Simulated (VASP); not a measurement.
# NbP in VASP: a series of runs

The runs below take NbP through single point, with PBE.

Program: VASP 6.6.1. These are calculated values, not measurements. Logs are shortened: lines on timing, memory, paths and dates and some standing lists are left out, and cuts for length are marked.

## (1) The slab as given

The cell holds a slab with vacuum, 6 atoms: a = 3.325 Å, b = 3.325 Å, c = 11.690 Å, α = 90.00°, β = 90.00°, γ = 90.00°.

## (2) Single point, PBE

Input file INCAR:

```
PREC     = Accurate       # precision mode
ENCUT    = 400            # plane-wave cutoff, eV
EDIFF    = 1E-7           # SCF threshold, eV
ISMEAR   = 1              # smearing method
SIGMA    = 0.1            # smearing width, eV
LREAL    = False          # projectors in reciprocal space
LASPH    = True           # aspherical terms in the spheres
NELM     = 120            # most SCF steps
ALGO     = Normal         # electronic algorithm
ISIF     = 2              # what is computed and relaxed
LWAVE    = False          # write WAVECAR
LCHARG   = False          # write CHGCAR
LDIPOL   = True         
IDIPOL   = 3            
DIPOL    = 0.5 0.5 0.500
GGA      = PE             # functional
NBANDS   = 41             # bands
LVHAR    = True         
LVACPOTAV= True
```

Input file KPOINTS:

```
regular mesh
0
Gamma
  10 10 1
```

Input file POSCAR:

```
NbP
1.0
    3.3250000000      0.0000000000      0.0000000000
    0.0000000000      3.3250000000      0.0000000000
    0.0000000000      0.0000000000     11.6900000000
Nb P
3 3
Direct
    0.5000000000      0.5000000000      0.2566295979
    0.0000000000      0.5000000000      0.5000000000
    0.0000000000      0.0000000000      0.7433704021
    0.0000000000      0.0000000000      0.2566295979
    0.5000000000      0.0000000000      0.5000000000
    0.5000000000      0.5000000000      0.7433704021
```

Potentials or basis: VASP PAW PBE potentials, release 64 (Nb_sv, P).

On the command line:

```
cat potpaw_PBE.64/Nb_sv/POTCAR potpaw_PBE.64/P/POTCAR > POTCAR
mpirun -np 1 vasp_std > vasp.out
```

OUTCAR:

```text
PREC = Accurate
   ENCUT = 400
   EDIFF = 1E-7
   ISMEAR = 1
   LREAL = False
   LASPH = True
   NELM = 120
   ISIF = 2
   GGA = PE

 Found     21 irreducible k-points:

 Following reciprocal coordinates:
            Coordinates               Weight
  0.000000  0.000000  0.000000      1.000000
  0.100000  0.000000  0.000000      4.000000
  0.200000  0.000000  0.000000      4.000000
  0.300000  0.000000  0.000000      4.000000
  0.400000  0.000000  0.000000      4.000000
  0.500000  0.000000  0.000000      2.000000
   k-points           NKPTS =     21   k-points in BZ     NKDIM =     21   number of bands    NBANDS=     41
   number of dos      NEDOS =    301   number of ions     NIONS =      6
   total plane-waves  NPLWV =  46080
   dimension x,y,z NGX =    24 NGY =   24 NGZ =   80
   dimension x,y,z NGXF=    48 NGYF=   48 NGZF=  160
   ions per type =               3   3
   NGX,Y,Z   is equivalent  to a cutoff of  12.00, 12.00, 11.38 a.u.
   NGXF,Y,Z  is equivalent  to a cutoff of  24.00, 24.00, 22.75 a.u.
 SYSTEM =  unknown system
   PREC   = accura    normal or accurate (medium, high low for compatibility)
   ISTART =      0    job   : 0-new  1-cont  2-samecut
   ICHARG =      2    charge: 1-file 2-atom 10-const
   ISPIN  =      1    spin polarized calculation?
   LNONCOLLINEAR =      F non collinear calculations
   LSORBIT =      F    spin-orbit coupling
   LASPH  =      T    aspherical Exc in radial PAW
   ENCUT  =  400.0 eV  29.40 Ry    5.42 a.u.   5.42  5.42 19.06*2*pi/ulx,y,z
   NELM   =    120;   NELMIN=  2; NELMDL= -5     # of ELM steps
   EDIFF  = 0.1E-06   stopping-criterion for ELM
   LREAL  =      F    real-space projection
   EDIFFG = 0.1E-05   stopping-criterion for IOM
   NSW    =      0    number of steps for IOM
   IBRION =     -1    ionic relax: 0-MD 1-quasi-New 2-CG
   NFREE  =      0    steps in history (QN), initial steepest desc. (CG)
   ISIF   =      2    stress and relaxation
   ISYM   =      2    0-nonsym 1-usesym 2-fastsym
   POTIM  = 0.5000    time-step for ionic-motion
   TEBEG  =    0.0;   TEEND  =   0.0 temperature during run
   PSTRESS=    0.0 pullay stress
   NELECT =      54.0000    total number of electrons
   NUPDOWN=      -1.0000    fix difference up-down
   EMIN   =  10.00;   EMAX   =-10.00  energy-range for DOS
   EFERMI =   0.00;   METHOD = LEGACY
   ISMEAR =     1;   SIGMA  =   0.10  broadening in eV -4-tet -1-fermi 0-gaus
   EFERMI_NEDOS =   21; number of points for ismear=-14 and -15
   IALGO  =     38    algorithm
   IMIX   =      4    mixing-type and parameters
     AMIX     =   0.40;   BMIX     =  1.00
     AMIX_MAG =   1.60;   BMIX_MAG =  1.00
  volume/ion in A,a.u.               =      21.54       145.36
  Fermi-wavevector in a.u.,A,eV,Ry     =   1.223884  2.312805 20.380048  1.497891
  Thomas-Fermi vector in A             =   2.358978
   LORBIT       =      0    0 simple, 1 ext, 2 COOP (PROOUT), +10 PAW based schemes
   GGA     = PE    functional components
   LHFCALC =     F    Hartree Fock is set to
   AEXX    =    0.0000 exact exchange contribution
   IVDW    =     0    specifies the selected vdW correction
   LEPSILON=     F    determine dielectric tensor
   LRPA    =     F    only Hartree local field effects (RPA)
 non-spin polarized calculation
 Methfessel and Paxton  Order N= 1 SIGMA  =   0.10
  energy-cutoff  :      400.00
  volume of cell :      129.24
 maximum number of plane-waves:      2375
 NGX is ok and might be reduce to    24
   NGX = 11   NGY = 11   NGZ = 39

 dipolmoment           0.000000      0.000000      0.000000 electrons x Angstroem

 number of electron      54.0000005 magnetization

 dipolmoment           0.000000      0.000000     -0.000000 electrons x Angstroem

 Free energy of the ion-electron system (eV)
  ---------------------------------------------------
  ext. energy  EPLUGINS =         0.00000000
  ---------------------------------------------------
  free energy    TOTEN  =       -46.77222569 eV

  energy without entropy =      -46.76882574  energy(sigma->0) =      -46.77109237

 E-fermi :   7.3388     XC(G=0):  -9.7216

 val. band max:        7.3049540143   @ k =   0.2000   0.1000   0.0000
 cond. band min:       7.3407624199   @ k =   0.4000   0.4000   0.0000
 fundamental gap:      0.0358084056
 Fermi energy:         7.3387767990

 k-point     1 :       0.0000    0.0000    0.0000
  band No.  band energies     occupation
      1     -47.8867      2.00000
      2     -47.8850      2.00000
      3     -47.7806      2.00000
      4     -24.0516      2.00000
      5     -24.0516      2.00000
      6     -24.0236      2.00000
[... 31 lines left out ...]
     38       9.2298     -0.00000
     39      10.1853      0.00000

 k-point     2 :       0.1000    0.0000    0.0000
  band No.  band energies     occupation
      1     -47.8845      2.00000
      2     -47.8829      2.00000
      3     -47.7785      2.00000
      4     -24.0847      2.00000
      5     -24.0575      2.00000
      6     -24.0479      2.00000
[... 31 lines left out ...]
     38       9.5572      0.00000
     39      10.4226      0.00000

 k-point     3 :       0.2000    0.0000    0.0000
  band No.  band energies     occupation
      1     -47.8788      2.00000
      2     -47.8773      2.00000
      3     -47.7732      2.00000
      4     -24.1704      2.00000
      5     -24.1432      2.00000
      6     -24.0724      2.00000
[... 31 lines left out ...]
     38      10.8049      0.00000
     39      11.0454      0.00000

 k-point     4 :       0.3000    0.0000    0.0000
  band No.  band energies     occupation
      1     -47.8717      2.00000
      2     -47.8705      2.00000
      3     -47.7666      2.00000
      4     -24.2743      2.00000
      5     -24.2462      2.00000
      6     -24.1774      2.00000
[... 31 lines left out ...]
     38      12.5038      0.00000
     39      12.8764      0.00000

 k-point     5 :       0.4000    0.0000    0.0000
  band No.  band energies     occupation
      1     -47.8659      2.00000
      2     -47.8650      2.00000
      3     -47.7613      2.00000
      4     -24.3568      2.00000
      5     -24.3278      2.00000
      6     -24.2609      2.00000
[... 31 lines left out ...]
     38      12.4102      0.00000
     39      13.3415      0.00000

 k-point     6 :       0.5000    0.0000    0.0000
  band No.  band energies     occupation
      1     -47.8637      2.00000
      2     -47.8629      2.00000
      3     -47.7593      2.00000
      4     -24.3880      2.00000
      5     -24.3586      2.00000
      6     -24.2924      2.00000
[... 31 lines left out ...]
     38      11.6897      0.00000
     39      13.1273      0.00000

 [... further k-points ...]

 [bands above 39 left out]

------------------------ aborting loop because EDIFF is reached ----------------------------------------

  FORCE on cell =-STRESS in cart. coord.  units (eV):
  Direction    XX          YY          ZZ          XY          YZ          ZX
  --------------------------------------------------------------------------------------
  -------------------------------------------------------------------------------------
  Total       17.9428082     17.9428082     -5.5886559      0.0000000      0.0000000      0.0000000
  in kB      222.4350317    222.4350317    -69.2819559      0.0000000      0.0000000      0.0000000
  external PRESSURE =     125.1960358 kB  Pullay stress =       0.0000000 kB

 VOLUME and BASIS-vectors are now :
 -----------------------------------------------------------------------------
  energy-cutoff  :      400.00
  volume of cell :      129.24
      direct lattice vectors                 reciprocal lattice vectors
     3.325000000  0.000000000  0.000000000     0.300751880  0.000000000  0.000000000
     0.000000000  3.325000000  0.000000000     0.000000000  0.300751880  0.000000000
     0.000000000  0.000000000 11.690000000     0.000000000  0.000000000  0.085543199

 POSITION                                       TOTAL-FORCE (eV/Angst)
 -----------------------------------------------------------------------------------
      1.66250      1.66250      3.00000         0.000000      0.000000      0.983057
      0.00000      1.66250      5.84500         0.000000      0.000000     -0.000000
      0.00000      0.00000      8.69000         0.000000      0.000000     -0.983057
      0.00000      0.00000      3.00000         0.000000      0.000000     -0.034202
      1.66250      0.00000      5.84500         0.000000      0.000000     -0.000000
      1.66250      1.66250      8.69000         0.000000      0.000000      0.034202
 -----------------------------------------------------------------------------------
    total drift:                                0.000000     -0.000000     -0.000000

  FREE ENERGIE OF THE ION-ELECTRON SYSTEM (eV)
  ---------------------------------------------------
  free  energy   TOTEN  =       -46.7722256869 eV

  energy  without entropy=      -46.7688257381  energy(sigma->0) =      -46.77109237
```

It took 50 s on 1 thread of Intel Xeon Platinum 8488C (Sapphire Rapids), shared host; peak memory 0.22 GiB.

The run converged, but some of its settings lie outside the range that counts as converged, so its numbers aren't taken as properties of the slab.

Results:

* Free energy: -46.7722 eV
* Largest force: 0.983 eV/Å
* Band gap on the k mesh: none (metal or under the smearing width)

## (3) Single point, PBE

This run uses another cell than the first one, of 32.60 Å³/atom, 1.513 times its volume.

Changes to INCAR since step 2:

```diff
@@ -1,3 +1,3 @@
 PREC     = Accurate       # precision mode
-ENCUT    = 400            # plane-wave cutoff, eV
+ENCUT    = 250            # plane-wave cutoff, eV
 EDIFF    = 1E-7           # SCF threshold, eV
```

Input file KPOINTS:

```
regular mesh
0
Gamma
  12 12 1
```

Input file POSCAR:

```
NbP
1.0
    3.3250000000      0.0000000000      0.0000000000
    0.0000000000      3.3250000000      0.0000000000
    0.0000000000      0.0000000000     17.6900000000
Nb P
3 3
Direct
    0.5000000000      0.5000000000      0.3391746750
    0.0000000000      0.5000000000      0.5000000000
    0.0000000000      0.0000000000      0.6608253250
    0.0000000000      0.0000000000      0.3391746750
    0.5000000000      0.0000000000      0.5000000000
    0.5000000000      0.5000000000      0.6608253250
```

Potentials or basis: VASP PAW PBE potentials, release 64 (Nb_sv, P).

On the command line:

```
cat potpaw_PBE.64/Nb_sv/POTCAR potpaw_PBE.64/P/POTCAR > POTCAR
mpirun -np 1 vasp_std > vasp.out
```

Run time: 81 s. Hardware: 1 thread of Intel Xeon Platinum 8488C (Sapphire Rapids), shared host; peak memory 0.2 GiB.

The run converged, but a check on its numbers failed (symmetry, net force, bounds or a known fault of this set-up), so they aren't taken as properties of the slab.

Caveat: the cutoff lies under the usual one of these potentials, so the numbers hold a large basis-set error.

## (4) Single point, PBE

This run uses another cell than the first one, of 28.91 Å³/atom, 1.342 times its volume.

Changes to INCAR since step 3:

```diff
@@ -1,3 +1,3 @@
 PREC     = Accurate       # precision mode
-ENCUT    = 250            # plane-wave cutoff, eV
+ENCUT    = 400            # plane-wave cutoff, eV
 EDIFF    = 1E-7           # SCF threshold, eV
```

Input file KPOINTS:

```
regular mesh
0
Gamma
  10 10 1
```

Input file POSCAR:

```
NbP
1.0
    3.3250000000      0.0000000000      0.0000000000
    0.0000000000      3.3250000000      0.0000000000
    0.0000000000      0.0000000000     15.6900000000
Nb P
3 3
Direct
    0.5000000000      0.5000000000      0.3186743149
    0.0000000000      0.5000000000      0.5000000000
    0.0000000000      0.0000000000      0.6813256851
    0.0000000000      0.0000000000      0.3186743149
    0.5000000000      0.0000000000      0.5000000000
    0.5000000000      0.5000000000      0.6813256851
```

On the command line:

```
cat potpaw_PBE.64/Nb_sv/POTCAR potpaw_PBE.64/P/POTCAR > POTCAR
mpirun -np 1 vasp_std > vasp.out
```

It took 90 s on 1 thread of Intel Xeon Platinum 8488C (Sapphire Rapids), shared host; peak memory 0.27 GiB.

The run converged, but some of its settings lie outside the range that counts as converged, so its numbers aren't taken as properties of the slab.

What came out:

* Free energy: -46.7781 eV
* Largest force: 1.020 eV/Å
* Band gap on the k mesh: none (metal or under the smearing width)
